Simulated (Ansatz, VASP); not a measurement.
One calculation of MgH2, two programs

```
Mg H
1.0
     4.50917    0.00000    0.00000
     0.00000    4.50917    0.00000
     0.00000    0.00000    3.01502
Mg H
2 4
Cartesian
  0.0000 0.0000 0.0000
  2.2546 2.2546 1.5075
  1.3727 1.3727 0.0000
  3.1364 3.1364 0.0000
  3.6273 0.8818 1.5075
  0.8818 3.6273 1.5075
```

Alike in both runs: task relaxation of cell and atoms; functional PBE; k mesh 6 × 6 × 8; occupations gaussian, width 0.02 eV; no spin polarisation.

|  | VASP | Ansatz |
| --- | --- | --- |
| version | VASP 6.6.1 | Ansatz 0.2.0 |
| potentials or method | VASP PAW PBE potentials, release 64 (Mg, H) | scalar-relativistic, plane waves, PAW |
| plane-wave cutoff (eV) | 600 | 420 |
| valence electrons in the cell | 8 | 24 |

```csv
,VASP,Ansatz,Ansatz less VASP
"gap on the k mesh at the Fermi level, each at its own relaxed structure (eV)",3.80,3.81,+0.012
relaxed volume (Å³/atom),10.21,10.25,+0.036
relaxed cell length with the largest relative difference (Å),4.509,4.517,+0.0082
```

The two sets of potentials don't hold the same shells in valence.

A k mesh can miss the band edges.
